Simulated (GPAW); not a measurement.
# BaTiO3 (Barioperovskite) (Amm2) in GPAW: further runs

The runs below take BaTiO3 (Barioperovskite) through band structure, equation of state, with LDA.

Everything below comes from runs of GPAW 26.7.0. Logs are shortened: lines on timing, memory, paths and dates and some standing lists are left out, and cuts for length are marked. The log counts tension as positive stress, the text compression.

## Step 1: The structure

The structure is orthorhombic, space group Amm2 (No. 38). Conventional cell: a = 3.986 Å, b = 5.674 Å, c = 5.690 Å, α = 90.00°, β = 90.00°, γ = 90.00°. Around Ba (site symmetry mm2) lie 12 O at 2.77 to 2.92 Å. Around Ti (site symmetry mm2) lie 6 O at 1.93 to 2.09 Å. O (site symmetry m) has 2 Ti at 1.93 to 2.09 Å as nearest neighbours. Around O (site symmetry mm2) lie 2 Ti at 2.00 Å.

## Step 2: Band structure, LDA

The input, run.py:

```python
from ase import Atoms
from ase.dft.bandgap import bandgap
from ase.io import write
from ase.units import GPa
from gpaw import GPAW, PW

atoms = Atoms(['Ba', 'Ti', 'O', 'O', 'O'],
              cell=[[3.9855, 0.0, 0.0],
                    [0.0, 2.8369, 2.84515],
                    [0.0, -2.8369, 2.84515]],
              scaled_positions=[[0.0, 0.0, 0.0],
                                [0.5, 0.5124, 0.5124],
                                [0.5, 0.99184, 0.50524],
                                [0.5, 0.50524, 0.99184],
                                [0.0, 0.4874, 0.4874]],
              pbc=True)

calc = GPAW(mode=PW(800),
            xc='LDA',
            kpts={'size': (5, 5, 5), 'gamma': True},
            occupations={'name': 'fermi-dirac', 'width': 0.05},
            nbands=36,
            convergence={'density': 1e-05, 'energy': 1e-05},
            maxiter=150,
            txt='gpaw.txt')
atoms.calc = calc
energy = atoms.get_potential_energy()
forces = atoms.get_forces()
stress = atoms.get_stress()
calc.write('gs.gpw')
write('result.traj', atoms)
print(f'Energy: {energy:.6f} eV')
print('Forces (eV/A):')
print(forces.round(4))
print('Stress (GPa):', (stress / GPa).round(3))
print('Fermi level:', round(calc.get_fermi_level(), 4), 'eV')
print(f'Gap: {bandgap(calc)[0]:.4f} eV, direct: {bandgap(calc, direct=True)[0]:.4f} eV')

path = atoms.cell.bandpath('GXSRAZGYX1A1TY,ZT', npoints=60, eps=1e-4)
bs_calc = calc.fixed_density(kpts=path, symmetry='off', nbands=53,
                             convergence={'bands': 'CBM+6.0', 'eigenstates': 1e-6}, txt='bands.txt')
bs = bs_calc.band_structure()
bs.write('bs.json')
print(f'Gap on the path: {bandgap(bs_calc)[0]:.4f} eV')
```

Potentials or basis: the program's PAW data sets (release 1.2.1) made for this functional, pw.

Started as:

```sh
$ OMP_NUM_THREADS=1 python run.py
```

gpaw.txt:

```text
__  _  _
 | _ |_)|_||  |
 |__||  | ||/\| - 26.7.0

Input parameters:
  mode=PW(ecut=800.0),
  convergence={'density': 1e-05, 'energy': 1e-05},
  kpts=MonkhorstPack(size=(5, 5, 5), gamma=True),
  maxiter=150,
  nbands=36,
  occupations=Occupations(name='fermi-dirac', width=0.05),
  xc=XC(name='LDA')

Diagonalizing LCAO Hamiltonian
Converting LCAO to pw mode

              O
            O
        O    Ti

        Ba

Atoms  # Å, Bohr magnetons
|   | symbol |        x |         y |        z |    initial magnetic moments |
|---|--------|----------|-----------|----------|-----------------------------|
| 0 |     Ba | 0.000000 |  0.000000 | 0.000000 | ( 0.0000,  0.0000,  0.0000) |
| 1 |     Ti | 1.992750 |  0.000000 | 2.915710 | ( 0.0000,  0.0000,  0.0000) |
| 2 |      O | 1.992750 |  1.380436 | 4.259417 | ( 0.0000,  0.0000,  0.0000) |
| 3 |      O | 1.992750 | -1.380436 | 4.259417 | ( 0.0000,  0.0000,  0.0000) |
| 4 |      O | 0.000000 | -0.000000 | 2.773452 | ( 0.0000,  0.0000,  0.0000) |

Unit cell  # Å
| periodic |        x |         y |        z |  lengths |    angles |
|----------|----------|-----------|----------|----------|-----------|
|      yes | 3.985500 |  0.000000 | 0.000000 | 3.985500 | 89.833620 |
|      yes | 0.000000 |  2.836900 | 2.845150 | 4.017820 | 90.000000 |
|      yes | 0.000000 | -2.836900 | 2.845150 | 4.017820 | 90.000000 |

Number of symmetries: 4
Symmetry operations  # r_c * U_cc + t_c -> r_c
|   | kind |            matrix            |
|---|------|------------------------------|
| 0 |  E   |  1, 0, 0,  0, 1, 0,  0, 0, 1 |
| 1 |  σ   |  1, 0, 0,  0, 0, 1,  0, 1, 0 |
| 2 |  σ   | -1, 0, 0,  0, 1, 0,  0, 0, 1 |
| 3 |  C2  | -1, 0, 0,  0, 0, 1,  0, 1, 0 |

BZ-sampling:
  Number of BZ points: 125
  Number of IBZ points: 27

  Monkhorst-Pack size: [5, 5, 5]
  Monkhorst-Pack shift: [0, 0, 0]

K-points  # in reciprocal-cell coordinates
|     |                                coordinates |     weight |
|-----|--------------------------------------------|------------|
|   0 | (  0.00000000,   0.00000000,   0.00000000) | 0.00800000 |
|   1 | (  0.00000000,   0.20000000,  -0.20000000) | 0.01600000 |
|   2 | (  0.00000000,   0.20000000,   0.00000000) | 0.03200000 |
|   3 | (  0.00000000,   0.20000000,   0.20000000) | 0.01600000 |
|   4 | (  0.00000000,   0.40000000,  -0.40000000) | 0.01600000 |
|   5 | (  0.00000000,   0.40000000,  -0.20000000) | 0.03200000 |
|   6 | (  0.00000000,   0.40000000,   0.00000000) | 0.03200000 |
|   7 | (  0.00000000,   0.40000000,   0.20000000) | 0.03200000 |
|   8 | (  0.00000000,   0.40000000,   0.40000000) | 0.01600000 |
|   9 | (  0.20000000,   0.00000000,   0.00000000) | 0.01600000 |
| ... |                                            |            |
|  26 | (  0.40000000,   0.40000000,   0.40000000) | 0.03200000 |

Plane wave coefficients: 3330
Cutoff: 800.0 eV

Spin-components: 1 (collinear spins)
Bands:           36
Projectors:      27
Spin-degeneracy: 2
Datatype:        complex128

Parallelization:
  kpt:    1
  domain: 1
  band:   1

Density:
  Valence electrons: 40.0
  Components: 1
  Grid points: [27 27 27]
  Charge: 0.0  # |e|

Potential:
  Grid points: [27 27 27]

species:
  Ba:
    name:    Barium
    Z:       56.0
    valence: 10
    core:    46
    charge:  0.0  # [|e|]
    compensation charges:
      type: gauss
      rc: 0.37  # [Å]
      lmax: 2
    cutoffs:
      filter: 2.06  # [Å]
      core: 2.33  # [Å]
    projectors
    | kind |    occ | energy [eV] | rcut [Å] |
    |------|--------|-------------|----------|
    |   5s |  2.000 |     -33.774 |    1.164 |
    |   6s |  2.000 |      -3.346 |    1.164 |
    |   5p |  6.000 |     -18.813 |    1.164 |
    |    p |        |       0.000 |    1.164 |
    |    d |        |       0.000 |    1.164 |
    |    d |        |      27.211 |    1.164 |

    Using partial waves for Ba as LCAO basis

  Ti:
    name:    Titanium
    Z:       22.0
    valence: 12
    core:    10
    charge:  0.0  # [|e|]
    compensation charges:
      type: gauss
      rc: 0.38  # [Å]
      lmax: 2
    cutoffs:
      filter: 2.23  # [Å]
      core: 1.02  # [Å]
    projectors
    | kind |    occ | energy [eV] | rcut [Å] |
    |------|--------|-------------|----------|
    |   3s |  2.000 |     -62.257 |    1.270 |
    |   4s |  2.000 |      -4.593 |    1.270 |
    |   3p |  6.000 |     -38.791 |    1.058 |
    |   4p |  0.000 |      -1.536 |    1.058 |
    |   3d |  2.000 |      -4.463 |    1.058 |
    |    d |        |      22.748 |    1.058 |

    Using partial waves for Ti as LCAO basis

  O:
    name:    Oxygen
    Z:       8.0
    valence: 6
    core:    2
    charge:  0.0  # [|e|]
    compensation charges:
      type: gauss
      rc: 0.21  # [Å]
      lmax: 2
    cutoffs:
      filter: 1.17  # [Å]
      core: 0.83  # [Å]
    projectors
    | kind |    occ | energy [eV] | rcut [Å] |
    |------|--------|-------------|----------|
    |   2s |  2.000 |     -23.752 |    0.688 |
    |   2p |  4.000 |      -9.195 |    0.598 |
    |    s |        |       3.459 |    0.688 |
    |    p |        |      18.016 |    0.598 |
    |    d |        |       0.000 |    0.619 |

    Using partial waves for O as LCAO basis

Reference energy: -250365.446817  # eV

eigensolver:
  PPCG
  Converge bands: occupied
  niter=2

density mixing:
  MSR1-Mixer
  Pratt-step length: 0.05
  Maximum mixing coefficient: 0.75
  Old densities: 10
  SVD Regularization: 0.005
  Good broyden scale: 1.0
  Trust region scale: 1.0
  Backstep threshold: 4.0
  History deletion threshold: 6.0
  Fourier metric: weight=20.0, sigma=0.015

occupation numbers:
  Fermi-Dirac:
    width: 0.0500  # eV

poisson solver:
  ecut: 6400.0  # eV

xc functional:
  name: None

convergence criteria:
- Maximum integral of absolute [dens]ity change: 1e-05 electrons / valence electron
- Maximum [total energy] change in last 3 cyles: 1e-05 eV / valence electron
- Maximum integral of absolute [eigenst]ate change: 4e-08 eV^2 / valence electron
maximum number of iterations: 150

SCF iterations
|iter     | |      energy | eigst |  dens |
|---------|-|-------------|-------|-------|
|iter:   1| |  -48.957502 | +0.27 |       |
|iter:   2| |  -47.306393 | -1.43 | -0.88 |
|iter:   3| |  -44.027026 | -0.93 | -0.95 |
|iter:   4| |  -43.829551 | -2.21 | -1.46 |
|iter:   5| |  -43.780924 | -2.91 | -1.64 |
|iter:   6| |  -43.776534 | -3.70 | -1.99 |
|iter:   7| |  -43.776563 | -4.66 | -2.82 |
|iter:   8| |  -43.776442c| -5.18 | -3.10 |
|iter:   9| |  -43.776439c| -6.42 | -3.60 |
|iter:  10| |  -43.776439c| -7.78c| -4.15 |
|iter:  11| |  -43.776439c| -8.63c| -5.16c|

Converged in 11 steps
Energy contributions relative to reference atoms: (reference = -250365.446817)

Energy contributions:
  Kinetic:          37.991754
  Coulomb:         -41.592314
  Zero:              0.759003
  External:          0.000000
  Xc:              -40.934882
  Entropy:          -0.000000
  Spinorbit:         0.000000
  ----------------------------
  Free energy:     -43.776439
  Extrapolated:    -43.776439

dipole moment: (-35.204655, -0.000000, -19.416257)  # |e|*Ang

Fermi level: 8.140
Eigenvalues  # (at kpt = [0.000, 0.000, 0.000])
| band index |      eig [eV] | occ [0-2] |
|------------|---------------|-----------|
|          0 |       -48.618 |     2.000 |
|        ... |               |           |
|         12 |         4.952 |     2.000 |
|         13 |         4.953 |     2.000 |
|         14 |         6.024 |     2.000 |
|         15 |         6.081 |     2.000 |
|         16 |         6.136 |     2.000 |
|         17 |         6.903 |     2.000 |
[... 8 lines left out ...]
|         26 |        12.233 |     0.000 |
|         27 |        14.409 |     0.000 |
|        ... |               |           |
|         35 |        27.159 |     0.000 |

Gap: 1.930 eV
Transition (v -> c):
  (s=0, k=26, n=19, [0.40, 0.40, 0.40]) -> (s=0, k=0, n=20, [0.00, 0.00, 0.00])
Direct/indirect transitions are different
Direct gap: 1.992 eV
Transition at: (s=0, k=0, n=19, [0.00, 0.00, 0.00])

Forces  # eV/Ang
|       x |        y |        z |
|---------|----------|----------|
| 0.00000 | -0.00000 |  0.16450 |  # Ba   0
| 0.00000 |  0.00000 |  0.23513 |  # Ti   1
| 0.00000 | -0.04954 | -0.30772 |  # O    2
| 0.00000 |  0.04954 | -0.30772 |  # O    3
| 0.00000 |  0.00000 |  0.21573 |  # O    4

Stress tensor  # eV/Ang^3
|        x |        y |        z |
|----------|----------|----------|
| 0.044823 | 0.000000 | 0.000000 |
| 0.000000 | 0.043816 | 0.000000 |
| 0.000000 | 0.000000 | 0.047786 |

# Writing to gs.gpw (mode='')
```

stdout:

```text
Energy: -43.776439 eV
Forces (eV/A):
[[ 0.     -0.      0.1645]
 [ 0.      0.      0.2351]
 [ 0.     -0.0495 -0.3077]
 [ 0.      0.0495 -0.3077]
 [ 0.      0.      0.2157]]
Stress (GPa): [7.181 7.02  7.656 0.    0.    0.   ]
Fermi level: 8.1402 eV
Gap: 1.9299 eV, direct: 1.9922 eV
Gap on the path: 1.7988 eV
```

It took 2.4 min on 1 thread of Arm Neoverse V2, shared host; peak memory 0.51 GiB.

What came out:

```
Free energy             : -43.7764 eV
Pressure                : -7.3 GPa
Largest force           : 0.312 eV/Å
Band gap on the k mesh  : 1.93 eV, indirect (least direct gap 1.99 eV)
Band gap along the path : 1.80 eV, indirect (least direct gap 1.99 eV)
```

Forces in eV/Å, atoms in the order of the input:
```
Ba   0.000  0.000  0.165
Ti   0.000  0.000  0.235
O    0.000 -0.050 -0.308
O    0.000  0.050 -0.308
O    0.000  0.000  0.216
```

Stress tensor (GPa, compression positive):
```
-7.18  0.00  0.00
 0.00 -7.02  0.00
 0.00  0.00 -7.66
```

Levels at the corners of the path, in eV from the valence-band top:
```tsv
point	band 17	band 18	band 19	band 20	band 21	band 22	band 23	band 24
Γ	-1.12	-0.35	-0.24	-0.19	1.80	1.86	2.03	4.09
X	-1.67	-0.91	-0.87	-0.13	3.54	3.60	3.95	4.96
S	-1.87	-1.71	-0.82	-0.74	2.05	3.54	3.56	4.12
R	-1.72	-0.89	-0.88	-0.08	3.56	3.57	3.95	4.83
A	-2.39	-0.05	-0.01	0.00	4.17	4.21	4.23	6.59
Z	-1.84	-1.76	-0.82	-0.77	2.00	3.51	3.59	4.07
Γ	-1.12	-0.35	-0.24	-0.19	1.80	1.86	2.03	4.09
Y	-1.67	-0.91	-0.87	-0.13	3.54	3.60	3.95	4.96
X1	-1.67	-0.91	-0.87	-0.13	3.54	3.60	3.95	4.96
A1	-2.39	-0.05	-0.01	0.00	4.17	4.21	4.23	6.59
T	-2.39	-0.05	-0.01	0.00	4.17	4.21	4.23	6.59
Y	-1.67	-0.91	-0.87	-0.13	3.54	3.60	3.95	4.96
Z	-1.84	-1.76	-0.82	-0.77	2.00	3.51	3.59	4.07
T	-2.39	-0.05	-0.01	0.00	4.17	4.21	4.23	6.59
```

Caveat: spin-orbit coupling is left out, which moves the levels of the heavy elements; the mesh misses the band edges, which the band path finds closer together.

(Continued in part 2 of 2.)
